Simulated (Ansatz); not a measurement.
## What is wrong with this input? (Al3Cu2)

Intended: Al3Cu2, PBEsol, plane waves and PAW in Ansatz. The input:

```yaml
crystal:
  lattice:
    - [4.0919516368, 0.0, 0.0]
    - [-2.0459758184, 3.5437340685, 0.0]
    - [0.0, 0.0, 4.9927787]
  atoms:
    - { symbol: Al, position: [0.0, 0.0, 0.0] }
    - { symbol: Al, position: [0.3333333333, 0.6666666667, 0.34992535] }
    - { symbol: Al, position: [0.6666666667, 0.3333333333, 0.65007465] }
    - { symbol: Cu, position: [0.3333333333, 0.6666666667, 0.83951213] }
    - { symbol: Cu, position: [0.6666666667, 0.3333333333, 0.16048787] }
basis:
  ecutwfc: 420
kpoints:
  mp_grid: { grid: [12, 12, 8] }
hamiltonian:
  xc: pbesol
scf:
  occupations: { method: fixed }
output:
  forces: true
  stress: true
  eigenvalues: true
```

Command:

```bash
ansatz run input.yaml --threads 1 --pin off --max-ram 2560MiB --backend cpu --events-out ev --progress --plain --runs-dir out
```

Output, shortened:

```text
Error: inconsistent input (scf.occupations.method, magnetization): a σ = 0 step fill (method: fixed, or a smearing width below the step floor) cannot realise an odd electron count (47) without a locked total moment — the per-k integer fill puts the same N_el/2 bands in each spin channel …
```

Task: Which fault does the input hold?
A. Too few SCF iterations allowed
B. Plain mixing at a large step in a long cell
C. A functional's name that the program doesn't know
D. Fixed occupations on a metal
E. An atom listed twice

Result: D. Without a lock, fixed occupations put as many bands into one spin channel as into the other, which a net moment or an odd electron count rules out, and in a metal no fixed count holds at every k-point. The cure is a smearing.

The change to the input:

```diff
 scf:
-  occupations: { method: fixed }
+  occupations: { method: gaussian, width: 0.1 }
```

Result of the mended run: no gap, a pressure of 0.13 GPa.

The mended run took 44 s on 1 thread of AMD EPYC (Zen 3), with other jobs on the host, peak memory 0.49 GiB.